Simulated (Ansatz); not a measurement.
# Relaxation of Ag

These are results of DFT PBE, scalar-relativistic, plane waves, PAW (Ansatz 0.2.0), not measurements. (420 eV cutoff, 24×24×12 k-mesh, Gaussian smearing of 0.10 eV, no spin polarisation)

What was changed: uniaxial strain along a, with b, c and atoms relaxed: +3.0 %.

Command:

```bash
ansatz run input.yaml --threads 1 --pin off --max-ram 2560MiB --backend cpu --events-out ev --progress --plain --runs-dir out
```

Input:

```yaml
crystal:
  lattice:
    - [3.0226311347, 0.0, 0.0]
    - [-1.5113155674, 2.5223716348, 0.0]
    - [0.0, 0.0, 4.7619237243]
  atoms:
    - { symbol: Ag, position: [0.3284544158, 0.6586187388, 0.25] }
    - { symbol: Ag, position: [0.6715455842, 0.3413812612, 0.75] }
basis:
  ecutwfc: 420
kpoints:
  mp_grid: { grid: [24, 24, 12] }
hamiltonian:
  xc: pbe
scf:
  occupations: { method: gaussian, width: 0.1 }
output:
  forces: true
  stress: true
  eigenvalues: true
relax:
  adjacent_minimum: "off"
  f_tol: 0.008
  max_steps: 40
  cell: { stress_tol: 0.015, fix: [a, angles] }
```

F is the free energy. Steps run on the plane waves of an earlier cell, but the last one, and at times one on the way, on a freshly chosen basis, so a repeated geometry can differ a little in energy. The held parts of the cell keep their stress, so P needn't end at zero.

Steps:

```tsv
step	F − F(1) (eV)	largest force component (eV/Å)	V (Å³/atom)	P (GPa)
1	0.0000	0.006	18.153	-1.24
2	-0.0014	0.008	17.994	-0.48
3	-0.0015	0.002	18.032	-0.67
4	-0.0015	0.000	18.030	-0.66
5	-0.0014	0.000	18.030	-0.66
```

Relaxed structure:

```yaml
crystal:
  lattice:
    - [3.02262, 0.00884, 0.00000]
    - [-1.50393, 2.49348, 0.00000]
    - [0.00000, 0.00000, 4.77602]
  atoms:
    - { symbol: Ag, position: [0.32605, 0.65429, 0.25000] }
    - { symbol: Ag, position: [0.67395, 0.34571, 0.75000] }
```

It takes space group P2_1/m (No. 11, monoclinic). The conventional cell has a = 2.912 Å, b = 4.776 Å, c = 2.927 Å, α = 90.00°, β = 117.65°, γ = 90.00°. Ag (site symmetry m) has 12 Ag at 2.91 to 3.02 Å as nearest neighbours.

The run converged. It took 5 min on 1 thread of Intel(R) Xeon(R) Processor @ 2.70GHz, with other jobs on the host, peak memory 1.5 GiB.